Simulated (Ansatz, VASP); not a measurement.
**SrTiO3 (Tausonite): VASP beside Ansatz**

```xyz
5
Lattice="3.8911 0.0000 0.0000 0.0000 3.8911 0.0000 0.0000 0.0000 3.8911" Properties=species:S:1:pos:R:3 pbc="T T T"
Sr    1.9456    1.9456    1.9456
Ti    0.0000    0.0000    0.0000
O     1.9456    0.0000    0.0000
O     0.0000    1.9456    0.0000
O     0.0000    0.0000    1.9456
```

Alike in both runs: task single point; functional PBEsol; k mesh 8 × 8 × 8; occupations gaussian, width 0.02 eV; no spin polarisation.

|  | VASP | Ansatz |
| --- | --- | --- |
| version | VASP 6.6.1 | Ansatz 0.2.0 |
| potentials or method | VASP PAW PBE potentials, release 64 (Sr_sv, Ti_sv, O) | scalar-relativistic, plane waves, PAW |
| plane-wave cutoff (eV) | 520 | 420 |
| valence electrons in the cell | 40 | 40 |

|  | VASP | Ansatz | Ansatz less VASP |
| --- | --- | --- | --- |
| gap on the k mesh at the Fermi level (eV) | 1.82 | 1.85 | +0.032 |
| least direct gap on the mesh (eV) | 2.17 | 2.19 | +0.021 |
| pressure (GPa) | 0.7 | 0.0 | -0.67 |

Caveats: the PAW data sets were made with another functional, which shifts forces and pressure a little (VASP). PBEsol gaps usually lie below the measured ones, often by a third to a half. A k mesh can miss the band edges.
